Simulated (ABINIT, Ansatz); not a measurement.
Given: the input of a run of ABINIT 10.8.3 (patched build) on As. This isn't the form of As at room conditions, which is rhombohedral.

run.abi

```
# Pseudopotentials
pp_dirpath "./"
pseudos "As.GGA_PBE-JTH.xml"

# Structure
structure "poscar:POSCAR"
natom 2

# Plane-wave basis
ecut 15.0
pawecutdg 30.0
pawxcdev 0

# k points
kptopt 1
ngkpt 7 7 9
nshiftk 1
shiftk 0.0 0.0 0.0

# Exchange and correlation
ixc 11

# Bands and occupations
nband 19
occopt 3
tsmear 0.05 eV

# SCF cycle
nstep 100
tolvrs 1.0e-9

# Output
iomode 3
prtwf 0
prtden 0
prteig 0
prtebands 0
enunit 2
```

The input POSCAR:

```
As
1.0
    4.5664000000      0.0000000000      0.0000000000
   -2.2832000000      3.9546200000      0.0000000000
    0.0000000000      0.0000000000      2.8337400000
As
2
Direct
    0.3333300000      0.6666700000      0.0000000000  As
    0.6666700000      0.3333300000      0.0000000000  As
```

Potentials or basis: JTH PAW PBE v2.0.

Run with:

```console
$ abinit run.abi > log 2>&1
```

Translate it to Ansatz 0.2.0. Potentials or basis there: Ansatz PAW, cutoff 420 eV.

As run (cutoffs and basis follow the program's own potentials, and thresholds, step limits or extra output files can differ):

input.yaml

```yaml
crystal:
  lattice:
    - [4.5664, 0.0, 0.0]
    - [-2.2832, 3.95462, 0.0]
    - [0.0, 0.0, 2.83374]
  atoms:
    - { symbol: As, position: [0.33333, 0.66667, 0.0] }
    - { symbol: As, position: [0.66667, 0.33333, 0.0] }
hamiltonian:
  xc: pbe
  pseudopotentials: { kind: paw }
kpoints:
  mp_grid: { grid: [7, 7, 9] }
scf:
  occupations: { method: fermi_dirac, width: 0.05 }
output:
  forces: true
  stress: true
  eigenvalues: true
```

Potentials or basis: Ansatz PAW.

Launch:

```sh
$ ansatz run input.yaml --threads 1 --pin off --max-ram 3584MiB --backend cpu --events-out ev --progress --plain --runs-dir out
```

Both were run:

|  | ABINIT | Ansatz |
| --- | --- | --- |
| Pressure | -0.1 GPa | -0.1 GPa |

Ansatz's pressure holds a Pulay term of +0.02 GPa for its cutoff of 420 eV, which the other run lacks.

Where Ansatz's input types no cutoff or centring, it takes its own default and a Γ-centred mesh.

Pressure is positive in compression.
